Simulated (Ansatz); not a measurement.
# TaN: the cost of one run

Computed with Ansatz 0.2.0 (DFT PBE, scalar-relativistic, plane waves, PAW, unless a step's input says otherwise).

3 further runs of the same task are left out: 3 set aside as unsound or not needed.

### 1 The system as given

The structure is cubic, space group Fm-3m (No. 225). Conventional cell: a = 5.098 Å, b = 5.098 Å, c = 5.098 Å, α = 90.00°, β = 90.00°, γ = 90.00°. Hf (site symmetry m-3m) is surrounded by 8 O at 2.21 Å. Around O (site symmetry -43m) lie 4 Hf at 2.21 Å.

Structure file:

```
CELL_PARAMETERS angstrom
0.00000 2.54881 2.54881
2.54881 0.00000 2.54881
2.54881 2.54881 0.00000
ATOMIC_POSITIONS crystal
Hf 0.00000 0.00000 0.00000
O 0.25000 0.25000 0.25000
O 0.75000 0.75000 0.75000
```

It is the result of an earlier relaxation at this level (volume 11.04 Å³/atom; gap on the mesh: 3.75 eV).

### 2 The film's bulk: TaN

Relaxed beforehand at this level: -5158.9572 eV/atom, gap on the mesh none (metal).

```cif
data_structure
_symmetry_space_group_name_H-M 'P 1'
_symmetry_Int_Tables_number 1
_cell_length_a 3.1235
_cell_length_b 3.1235
_cell_length_c 3.1235
_cell_angle_alpha 60.000
_cell_angle_beta 60.000
_cell_angle_gamma 60.000
_cell_volume 21.55
loop_
_atom_site_label
_atom_site_type_symbol
_atom_site_fract_x
_atom_site_fract_y
_atom_site_fract_z
_atom_site_occupancy
Ta1 Ta 0.50000 0.50000 0.50000 1
N1 N 0.00000 0.00000 0.00000 1
```

The bulk reference of HfO2, the base, comes from a run made before at the same settings: -5620.4700 eV/atom.

### 3 The film's bulk on the base's lattice

The (110) plane of TaN is fitted to the (110) plane of HfO2, a strain of -5.8 % along x and -5.8 % along y; the third vector and the atoms relax.

Contents of input.yaml:

```yaml
crystal:
  lattice:
    - [5.0976115218, 0.0, 0.0]
    - [0.0, 7.2091113498, 0.0]
    - [-2.5488057609, 0.0, 1.6772904036]
  atoms:
    - { symbol: Ta, position: [0.3333333333, 0.1666666667, 0.0] }
    - { symbol: Ta, position: [0.6666666667, 0.8333333333, 0.0] }
    - { symbol: Ta, position: [0.0, 0.5, 0.0] }
    - { symbol: "N", position: [0.0, 0.0, 0.0] }
    - { symbol: "N", position: [0.3333333333, 0.6666666667, 0.0] }
    - { symbol: "N", position: [0.6666666667, 0.3333333333, 0.0] }
basis:
  ecutwfc: 420
kpoints:
  mp_grid: { grid: [7, 5, 20] }
hamiltonian:
  xc: pbe
scf:
  occupations: { method: gaussian, width: 0.1 }
output:
  forces: true
  stress: true
  eigenvalues: true
relax:
  adjacent_minimum: "off"
  f_tol: 0.01
  max_steps: 50
  cell: { fix: [a, b, gamma], stress_tol: 0.1 }
```

Command:

```
> ansatz run input.yaml --threads 4 --pin off --max-ram 10240MiB --backend cpu --events-out ev --progress --plain --runs-dir out
```

**Question.** How long does this run take on 4 threads of Arm Neoverse V2, shared host, and how much memory does it need?

About 60 s, with a peak of 0.82 GiB.
